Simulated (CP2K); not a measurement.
# Bi in CP2K: convergence with r cutoff

The system is Bi.

```xyz
1
Lattice="3.4340 0.0000 0.0000 -1.2004 3.2300 0.0000 -1.1613 -1.6450 2.8054" Properties=species:S:1:pos:R:3 pbc="T T T"
Bi    0.0099   -0.0665    0.0314
```

The cell isn't the ideal one: cell strained at random at fixed volume.

```yaml
Program: CP2K 2026.2
Task: single point
Functional: PBE
Dispersion: D3(BJ)
Potentials_or_basis: POTENTIAL_UZH Bi GTH-PBE-q5; DZVP-MOLOPT-PBE-GTH basis
Density_cutoff: 6123 eV
k_mesh: 7 × 7 × 7
Occupations: fermi-dirac, width 0.1 eV
Spin: no spin polarisation
```

These are the settings of the first run; the series varies r cutoff, with any setting tied to it.

Hardware: 1 thread of AMD EPYC 7R43 64-Core Processor (Zen 3) (shared host).

```
r cutoff  energy less the tightest run, at zero smearing (meV/atom)  pressure (GPa)  SCF cycles  CPU time (s)  peak memory (GiB)
       6                                                      12.39            0.54          11            36               0.26
       8                                                       5.62            0.46          11            29               0.27
      10                                                       2.71            0.43          11            33               0.27
      13                                                       1.16            0.42          11            31               0.27
      17                                                       0.46            0.41          11            34               0.27
      22                                                       0.15            0.41          11            33               0.27
      30                                                       0.00            0.41          11            31               0.27
```

Against the tightest run, the energy stays within 1 meV/atom from 17 on; the pressure stays within 0.1 GPa from 8 on. The tightest run that finished is the yardstick and may itself not be fully converged.

Caveat, for the tightest run too: the basis of atomic orbitals isn't converged, which shifts pressures, moduli and gaps; pairwise dispersion overbinds metals, which lowers pressure and volume.
